Does a level that sits mostly on the outer atomic planes of a thin HfSi₂ slab belong to the surface? The table invites that reading, since several levels near the Fermi level have four fifths or more of their weight there. In a slab of six planes the inference fails, because a wave that runs through the whole film can look just as surface-heavy.

Kohn–Sham levels of a relaxed six-plane HfSi₂ (001) slab from Ansatz 0.2.0 with PBEsol, scalar-relativistic PAW and no spin polarisation (420 eV cutoff, Γ-centred 10×5×1 k mesh, 0.1 eV Gaussian smearing, dipole correction). Outer orbital weights are Löwdin shares on the two outer planes of both faces together, averaged over levels within 1.5 meV and not renormalised.

```tsv
point label	point a (reciprocal cell vectors)	point b (reciprocal cell vectors)	level b1 from the Fermi level (eV)	outer orbital weight b1	level b2 from the Fermi level (eV)	outer orbital weight b2	level a1 from the Fermi level (eV)	outer orbital weight a1
X	0.5000	0.0000	-0.530	0.800	-0.880	0.700	0.090	0.760
between	0.4167	0.0000	-0.350	0.760	-1.040	0.700	0.020	0.740
between	0.3333	0.0000	-0.140	0.760	-0.490	0.760	0.640	0.820
between	0.2500	0.0000	-0.340	0.780	-0.540	0.840	0.770	0.640
between	0.1667	0.0000	-0.240	0.740	-0.660	0.740	0.130	0.720
between	0.0833	0.0000	-0.100	0.660	-0.270	0.480	0.190	0.720
G	0.0000	0.0000	-0.050	0.780	-0.880	0.780	0.170	0.460
between	0.0000	0.0833	-0.800	0.780	-1.000	0.900	0.010	0.780
between	0.0000	0.1667	-0.120	0.500	-0.650	0.740	0.160	0.820
between	0.0000	0.2500	-0.340	0.540	-0.500	0.700	0.150	0.660
between	0.0000	0.3333	-0.400	0.680	-0.550	0.600	0.110	0.760
between	0.0000	0.4167	-0.110	0.760	-0.350	0.640	0.170	0.720
Y	0.0000	0.5000	-0.270	0.800	-0.330	0.560	0.210	0.780
between	0.0833	0.5000	-0.050	0.560	-0.090	0.540	0.170	0.780
between	0.1667	0.5000	-0.260	0.720	-0.510	0.740	0.080	0.500
between	0.2500	0.5000	-0.380	0.640	-0.650	0.740	0.030	0.580
between	0.3333	0.5000	-0.210	0.680	-0.800	0.680	0.420	0.680
between	0.4167	0.5000	-0.280	0.760	-1.010	0.640	0.180	0.760
S	0.5000	0.5000	-0.530	0.800	-0.880	0.700	0.090	0.760
between	0.4167	0.4167	-0.210	0.740	-0.970	0.640	0.270	0.760
between	0.3333	0.3333	-0.210	0.660	-0.620	0.620	0.630	0.640
between	0.2500	0.2500	-0.380	0.640	-0.650	0.740	0.030	0.580
between	0.1667	0.1667	-0.200	0.800	-0.500	0.640	0.030	0.760
between	0.0833	0.0833	-0.150	0.720	-0.400	0.620	0.220	0.700
```

In the column heads, b1 and b2 are the first and second levels below the Fermi level, and a1 is the first above it. The outer orbital weight is the share of a level found on atomic orbitals of the two outer planes at each face.

**What the weight counts**

Two planes at each of two faces make four planes out of six. A level spread evenly through the slab therefore already scores 4/6, or about 0.67, and slightly less if the atomic orbitals miss part of it. Averaged over the 22 distinct points, the three listed levels score 0.70, close to that even share. A weight of 0.76 looks impressive only if one forgets how little interior the slab has.

**Why bulk waves scatter around the even share**

An electron wave that can travel along the surface normal in the bulk is reflected at both faces of a slab and forms a standing wave. Treat the six planes as equal sites in a row, numbered $j=1$ to 6, with the wave vanishing one plane spacing beyond each end. The standing wave number $n$ then has amplitude $\sin(n\pi j/7)$ on plane $j$. The squares add up to 7/2, so each plane carries a share of $(2/7)\sin^2(n\pi j/7)$. Planes 3 and 4 are the only inner ones and carry equal shares, which leaves for the outer planes

$$w_n = 1-\tfrac{4}{7}\sin^2(3n\pi/7).$$

For $n=1$ this gives $w_1 = 1-(4/7)(0.95)\approx 0.46$. This wave has its single hump in the middle of the slab, so it avoids the faces. The wave $n=2$ has a node midway between planes 3 and 4, which empties the interior and raises the outer share to 0.89. The third wave gives 0.65, and the other three repeat these values.

The table runs from 0.46 to 0.90, almost exactly the span of these waves, although the model contains no surface state. This does not assign a number $n$ to any level: real planes carry several orbitals each, and the outermost ones differ from the rest. It shows only that the weights seen here can arise without a surface state.

**The most surface-heavy level**

The 0.90 belongs to b2 at the first point from G towards Y, 1.00 eV below the Fermi level. It exceeds the largest standing-wave share by less than 0.01, while the weights in the table come in steps of 0.02. The projection also misses some charge that spills into the vacuum, so the true share may be higher. The level remains a candidate, no more.

A further test uses the two equivalent faces. A true surface state should appear twice, as two different combinations of the states on the two faces, both with high outer weight. In a thick slab the two lie close in energy, but in one as thin as this they may be split. The candidate's neighbour above is 0.20 eV away with a weight of 0.78; the neighbour below is not listed, so the test stays open. The closest pair of b1 and b2 anywhere, 0.04 eV apart, has weights near 0.55 and so leans towards the interior.

**The surface is chemically different all the same**

In this crystal structure silicon forms zigzag chains and square nets, and both run across the planes parallel to this face. Cutting the crystal removes one of two chain neighbours from one kind of outer Si atom and two of four net neighbours from the other. With fewer bonds to form, silicon is expected to mix its 3s and 3p orbitals less and to keep more 3s charge. The calculation shows the extra charge, though not its cause: outermost Si atoms hold on average 1.42 electrons in 3s, against 1.17 in the second plane.

That difference is a sum over all occupied levels, and it depends partly on how charge is divided among neighbouring atoms. It suggests altered bonding but points to no particular surface state. The slab is also metallic. Where a broken-bond level meets bulk bands of the same energy, in-plane wavevector and symmetry, it mixes with them and leaks inwards. The result is a surface resonance: enhanced at the surface, but with a tail through the film. Whether the heavier levels here are resonances of this kind is a reasonable guess that these weights cannot settle.

**Why the levels jump from row to row**

The columns rank levels by energy at each point; they do not follow bands. From G to the next point towards Y, b1 drops from −0.05 to −0.80 eV, which would be very steep for a single band over so short a step. The likely reading is that the level at −0.05 eV rose through the Fermi level and is now a1 at 0.01 eV. The old b2 then moved up to become b1. All four entries carry the same weight, 0.78, which supports the match without proving it.

One step further, b1 is a level at −0.12 eV with a weight of only 0.50. It resembles a1 at G, which lies at 0.17 eV with a weight of 0.46, and may be the same interior-rich band coming down. Such bands can cross on the line G–Y because a mirror plane sorts them into even and odd kinds that do not mix. The symmetry of each level would confirm the connection, but it is not given.

The widest separation, 1.11 eV between b1 and a1, occurs halfway from G to X. It is local, since bands cross the Fermi level elsewhere. It does give one plain result for this slab: at that point there is no level of any kind between −0.34 and 0.77 eV, and hence no surface state in that window. A thicker slab could still show one there, because in a thin film the states of the two faces push each other apart.

X and S have the same levels and weights because symmetry makes them equivalent. The oblique surface cell describes a centred rectangular lattice, whose mirror maps one onto the other, up to a reciprocal lattice vector. The points (0.25, 0.5) and (0.25, 0.25) are linked by the same mirror, together with the rule that opposite wavevectors have equal energies.

**What to do about it**

Compare each weight with the even share before calling a level a surface state. Then thicken the slab. With twelve planes the even share falls to 4/12, and the same standing-wave argument keeps every bulk wave below one half, whereas a surface state that dies out within a plane or two keeps most of its weight on the outer planes. Bulk bands projected onto this face would then separate surface states from resonances.

Treat crossings at the Fermi level with care. At 9 of the 22 distinct points b1 or a1 lies within 0.10 eV of it, as close as the smearing width. Spin–orbit coupling, absent here, can shift hafnium 5d levels and open crossings. The faces were also not allowed to reconstruct, and the run warns that the exchange–correlation potential is rough in the thin density outside them, which adds doubt to levels that spill into the vacuum. The printed output after this note lists the standing-wave shares and the differences used above.

Printed output of the fit:

```
number of distinct points: 22
outer share of an evenly spread level: 0.6667
outer share of the first and sixth standing waves: 0.4569
outer share of the second and fifth standing waves: 0.8924
outer share of the third and fourth standing waves: 0.6507
smallest outer weight in the table: 0.46
largest outer weight in the table: 0.9
largest weight less largest standing-wave share: 0.007574
mean outer weight of the three levels over distinct points: 0.6994
change of b1 from G to the first point towards Y in eV: -0.75
a1 at that point less b1 at G in eV: 0.06
b1 at that point less b2 at G in eV: 0.08
b1 at the second point towards Y less a1 at G in eV: -0.29
distance from b1 down to the level of weight 0.90 in eV: 0.2
smallest distance between b1 and b2 in eV: 0.04
smallest distance between a1 and b1 in eV: 0.22
largest distance between a1 and b1 in eV: 1.11
distinct points with b1 or a1 at most 0.10 eV from the Fermi level: 9
mean Si 3s population in the outermost plane in electrons: 1.422
mean Si 3s population in the second plane in electrons: 1.172
outermost less second plane for Si 3s in electrons: 0.2504
outermost less second plane for Hf 5d in electrons: -0.2201
mean distance between planes in angstrom: 1.818
```
